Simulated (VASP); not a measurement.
Consider the following.

```
CELL_PARAMETERS angstrom
      1.34385    -2.32762     0.00000
      1.34385     2.32762     0.00000
      0.00000     0.00000     4.36360
ATOMIC_POSITIONS crystal
  Be 0.66667 0.33333 0.50001
  Be 0.33333 0.66667 0.00001
  O  0.66667 0.33333 0.87799
  O  0.33333 0.66667 0.37799
```

Level of theory: SCAN meta-GGA, VASP's PBE PAW potentials (set 64) (plane waves; VASP 6.6.1). Numerical set-up: 520 eV cut-off, 11×11×6 Γ-centred mesh, tetrahedra with Blöchl corrections, potentials Be O.

Problem. Estimate the energy per atom (σ→0), band gap (over mesh and band path) with the smallest direct gap where there is one.

Solution. 
```json
{
 "band gap (over mesh and band path)": "8.58 eV",
 "smallest direct gap (over mesh and band path)": "8.58 eV",
 "energy per atom (σ→0)": "-8.337 eV/atom"
}
```

Total energies compare only between runs with the same potentials, cut-off and functional.

The compound is BeO in the wurtzite structure. It was relaxed first.
